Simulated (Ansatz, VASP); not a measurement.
## One calculation of Zr, two programs

```
Zr
1.0
     0.00000    3.07247    3.07247
     3.07247    0.00000    3.07247
     3.07247    3.07247    0.00000
Zr
2
Direct
  0.12500 0.12500 0.12500
  0.87500 0.87500 0.87500
```

Alike in both runs: task single point; functional PBEsol; k mesh 10 × 10 × 10; occupations fermi-dirac, width 0.1 eV; no spin polarisation.

|  | VASP | Ansatz |
| --- | --- | --- |
| version | VASP 6.6.1 | Ansatz 0.2.0 |
| potentials or method | VASP PAW PBE potentials, release 64 (Zr_sv) | plane waves (420 eV) with PAW, scalar-relativistic |
| plane-wave cutoff (eV) | 520 | 420 |
| valence electrons in the cell | 24 | 24 |

|  | VASP | Ansatz | Ansatz less VASP |
| --- | --- | --- | --- |
| pressure (GPa) | 0.1 | 0.0 | -0.15 |

Ansatz warned: «pseudo_functional_mismatch».

Caveats: the PAW data sets were made with another functional, which shifts forces and pressure a little (VASP).
